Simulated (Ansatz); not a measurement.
BaTe (Fm-3m) as a strained film

```
CELL_PARAMETERS angstrom
3.53122 3.53122 0.00000
-3.53122 3.53122 0.00000
0.00000 3.53122 3.53122
ATOMIC_POSITIONS crystal
Ba 0.00000 0.00000 0.00000
Te 0.50000 0.50000 0.00000
```

This cell was relaxed by PAW under r²SCAN. A film on a (001) substrate is mimicked by stretching x and y by ε∥; the length along z and the atoms then relax by PAW (default files of Ansatz 0.2.0, cutoff 500 eV, stress met within about 0.05 GPa). Stress and levels come from r²SCAN, PAW on Ansatz 0.2.0's default frozen-core files (fitted under PBE), scalar-relativistic; k mesh 6×6×6, fixed occupations, cutoff 500 eV. Conduction levels are in eV over the valence top, at fixed fractional wave vectors.

| ε∥ (%) | ε⊥ (%) | σ∥ (GPa, tension positive) | X ⊥ z | X ∥ z | Γ | L (oblique) | 2nd valence level at Γ | 3rd |
| --- | --- | --- | --- | --- | --- | --- | --- | --- |
| -2.0 | 0.542 | -1.84 | 1.911 | 1.916 | 3.288 | 4.582 | 0.000 | -0.065 |
| -1.0 | ? | ? | ? | ? | ? | ? | ? | ? |
| -0.5 | 0.180 | -0.42 | 1.981 | 1.982 | 3.395 | 4.565 | 0.000 | -0.016 |
| 0.0 | 0.000 | -0.01 | 2.002 | 2.002 | 3.430 | 4.559 | 0.000 | 0.000 |
| 0.5 | -0.153 | 0.37 | 2.008 | 2.007 | 3.410 | 4.538 | -0.014 | -0.014 |
| 1.0 | -0.314 | 0.73 | 2.015 | 2.011 | 3.390 | 4.516 | -0.028 | -0.028 |
| 2.0 | -0.514 | 1.38 | 2.032 | 2.024 | 3.329 | 4.474 | -0.050 | -0.050 |

The last two columns are counted from the highest valence level at Γ.

Problem. How does the film contract along z, and how stiff is it in the plane?

Solution. Quadratic fits through the 6 rows shown have slopes dε⊥/dε∥ = -0.273 and dσ∥/dε∥ = 80.5 GPa at zero strain. Elasticity asks −2C12/C11 = -0.264 and C11 + C12 − 2C12²/C11 = 79.9 GPa, from PAW constants C11 = 72.9, C12 = 9.6 GPa. At the level of the σ∥ column the films keep up to 0.04 GPa along z against the unstrained cell; this and the cubic term, which a quadratic fit over ±2 % leaves out, limit the agreement.

Problem. Which shear deformation potential b does the valence splitting give?

Solution. Without spin-orbit coupling the single level moves against the pair by 3b(ε⊥ − ε∥): -0.0157 eV at ε⊥ − ε∥ = 0.00680 and 0.0142 eV at -0.00653, so b = -0.75 eV.

Problem. And the uniaxial potential of the lowest valleys?

Solution. The valley along z moves against those in the plane by Ξu(ε⊥ − ε∥): from 0.0017 to -0.0018 eV between the two smallest strains, so Ξu = 0.27 eV.

Problem. Fill the row at ε∥ = -1.0 %.

Solution. The fits give ε⊥ = 0.274 % and σ∥ = -0.87 GPa. Computed: ε⊥ (%) = 0.279, σ∥ (GPa, tension positive) = -0.86, X ⊥ z = 1.958, X ∥ z = 1.961, Γ = 3.361, L (oblique) = 4.572, 2nd valence level at Γ = 0.000, 3rd = -0.031. The levels have a kink at zero strain, where another valence state takes the top, so one parabola doesn't fit them.

Problem. How fast does the least gap among these points move on each side of zero strain?

Solution. dE_g/dε∥ is 42 meV per % on the compressed side and 9 on the stretched side, so the gap falls under compression and rises under tension. The lowest conduction level lies at X ⊥ z under the strongest compression and at X ∥ z under the strongest tension.

Keep in mind: frozen-core PAW files fitted under PBE, their cores solved anew for the functional of the run; no spin-orbit coupling on heavy atoms; semilocal gaps are low, and the spacing of valleys can be off by tenths of an eV; levels are read at fixed fractional k, so an edge that moves off these points is missed; with spin-orbit coupling the valence top splits by 2|b| and not 3|b| times the shear while that is small against the spin-orbit gap, so the gap's slopes differ from these.
